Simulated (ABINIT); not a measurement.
Crystal: FeO.

```
Fe O
1.0
    -1.60210    1.60210    2.08339
     1.60210   -1.60210    2.08339
     1.60210    1.60210   -2.08339
Fe O
1 1
Direct
  0.00000 0.00000 0.00000
  0.50000 0.50000 0.00000
```

The cell comes from a database or a generator and needn't be the stable form of this composition.

| Quantity | Value |
| --- | --- |
| Program | ABINIT 10.8.3 (patched build) |
| Task | relaxation of cell and atoms |
| Functional | LDA |
| Potentials or basis | JTH PAW LDA v2.0 |
| Cutoff | 707 eV |
| k mesh | 9 × 9 × 9 |
| Occupations | fermi-dirac, width 0.05 eV |
| Spin | collinear spin, ferromagnetic start |
| Starting moments | [3.0, 0.0] μB |

At the start: pressure -22.4 GPa; volume 10.70 Å³/atom.

Where does the relaxation end?

Over 9 steps the energy falls by 132.8 meV/atom and the volume is 9.12 Å³/atom (-14.7 %); space group Fm-3m (No. 225, to 0.05 Å); moment 3.82 μB per cell.

The path:
| step | energy change (eV) | largest force (eV/Å) | pressure (GPa) | volume (Å³) |
| --- | --- | --- | --- | --- |
| 1 | 0.0000 | 0.0000 | -22.45 | 21.39 |
| 2 | -0.1630 | 0.0000 | -13.41 | 19.95 |
| 3 | -0.2409 | 0.0000 | 2.49 | 18.16 |
| 4 | -0.2478 | 0.0000 | 0.70 | 18.30 |
| 5 | -0.2632 | 0.0000 | -1.10 | 18.37 |
| 6 | -0.2652 | 0.0000 | -0.37 | 18.28 |
| 7 | -0.2655 | 0.0000 | 0.08 | 18.23 |
| 8 | -0.2655 | 0.0000 | 0.05 | 18.23 |
| 9 | -0.2655 | 0.0000 | 0.00 | 18.24 |

Final structure:
```
Fe O
1.0
    -1.47721    1.47721    2.08919
     1.47721   -1.47721    2.08919
     1.47721    1.47721   -2.08919
Fe O
1 1
Direct
  0.00000 0.00000 0.00000
  0.50000 0.50000 0.00000
```

Caveat: a cell with one magnetic atom can't hold antiferromagnetic order, which such compounds often take.
